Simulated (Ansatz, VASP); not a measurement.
## WS2 in VASP and in Ansatz

```
W S
1.0
     0.00000    2.93116    2.93116
     2.93116    0.00000    2.93116
     2.93116    2.93116    0.00000
W S
1 2
Direct
  0.00000 0.00000 0.00000
  0.25000 0.25000 0.25000
  0.75000 0.75000 0.75000
```

Alike in both runs: task single point; functional PBE; k mesh 6 × 6 × 6; occupations fermi-dirac, width 0.02 eV; no spin polarisation.

```csv
,VASP,Ansatz
version,VASP 6.6.1,Ansatz 0.2.0
potentials or method,"VASP PAW PBE potentials, release 64 (W_sv, S)",plane waves
plane-wave cutoff (eV),520,420
valence electrons in the cell,26,26
```

|  | VASP | Ansatz | Ansatz less VASP |
| --- | --- | --- | --- |
| pressure (GPa) | 0.8 | 0.8 | -0.08 |

The runs have no spin-orbit coupling, so splittings on W are missing.
